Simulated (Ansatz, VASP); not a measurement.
## TaN in VASP and in Ansatz

INCAR

```
SYSTEM = TaN
PREC = Accurate ; ENCUT = 520
EDIFF = 1E-6 ; ISMEAR = 0
SIGMA = 0.15 ; LREAL = .FALSE.
LASPH = .TRUE. ; NELM = 60
ALGO = Normal ; ISIF = 2
LWAVE = .FALSE. ; LCHARG = .FALSE.
GGA = PS ; NBANDS = 15
```

KPOINTS

```
regular mesh
0
G
  18 18 18
  0 0 0
```

POSCAR

```
TaN
1.0
    0.0000000000      2.0700500000      2.2879500000
    2.0700500000      0.0000000000      2.2879500000
    2.0700500000      2.0700500000      0.0000000000
Ta N
1 1
Direct
    0.5000000000      0.5000000000      0.5000000000
    0.0000000000      0.0000000000      0.0000000000
```

Input for Ansatz:

```yaml
crystal:
  lattice:
    - [0.0, 2.07005, 2.28795]
    - [2.07005, 0.0, 2.28795]
    - [2.07005, 2.07005, 0.0]
  atoms:
    - { symbol: Ta, position: [0.5, 0.5, 0.5] }
    - { symbol: "N", position: [0.0, 0.0, 0.0] }
basis:
  ecutwfc: 420
kpoints:
  mp_grid: { grid: [18, 18, 18] }
hamiltonian:
  xc: pbesol
scf:
  occupations: { method: gaussian, width: 0.15 }
output:
  forces: true
  stress: true
  eigenvalues: true
  write_density: true
  write_potential: true
  elf: true
  volumetric_format: npy
```

Change from the starting cell: strain -0.050 along x and y, +0.050 along z, atoms carried along.

Alike in both runs: task single point; functional PBEsol; k mesh 18 × 18 × 18; occupations gaussian, width 0.15 eV; no spin polarisation.

|  | VASP | Ansatz |
| --- | --- | --- |
| version | VASP 6.6.1 | Ansatz 0.2.0 |
| potentials or method | VASP PAW PBE potentials, release 64 (Ta_pv, N) | scalar-relativistic, plane waves, PAW |
| plane-wave cutoff (eV) | 520 | 420 |
| valence electrons in the cell | 16 | 18 |

Ansatz gave:

```
gap on the k mesh at the Fermi level (eV)       : none
pressure (GPa)                                  : 37.3
largest component of the traceless stress (GPa) : 42.14
```

What did VASP give for the same quantities?

gap on the k mesh at the Fermi level (eV): none; pressure (GPa): 38.9; largest component of the traceless stress (GPa): 42.65.

A gap of «none» marks a metal or a gap that the smearing closes. The two sets of potentials don't hold the same shells in valence.

Caveats: so large a pressure means that the cell lies far from this level's equilibrium, or that cutoff or potentials fall short (VASP); the potentials were made for another functional, which shifts forces and pressure (VASP). The runs have no spin-orbit coupling, so splittings on Ta are missing.
